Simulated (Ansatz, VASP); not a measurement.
## NaCl: VASP beside Ansatz

```
Na Cl
1.0
     0.00000    2.80095    2.80095
     2.80095    0.00000    2.80095
     2.80095    2.80095    0.00000
Na Cl
1 1
Cartesian
  0.0000 0.0000 0.0000
  2.8010 2.8010 2.8010
```

Alike in both runs: functional PBEsol; k mesh 14 × 14 × 14; occupations fermi-dirac, width 0.05 eV; no spin polarisation.

Ansatz relaxed the structure, and its values are those at the end. VASP's run is a single point on that final structure, the one shown.

```csv
,VASP,Ansatz
version,VASP 6.6.1,Ansatz 0.2.0
potentials or method,"VASP PAW PBE potentials, release 64 (Na_pv, Cl)","PAW with Ansatz's default frozen-core files, scalar-relativistic"
plane-wave cutoff (eV),520,420
valence electrons in the cell,14,16
```

```tsv
	VASP	Ansatz	Ansatz less VASP
pressure (GPa)	0.0	0.0	-0.02
```

The functional is the same, so the differences come from potentials, cutoffs and numerics. The two sets of potentials don't hold the same shells in valence.

Caveats: the PAW data sets were made with another functional, which shifts forces and pressure a little (VASP). A k mesh can miss the band edges.
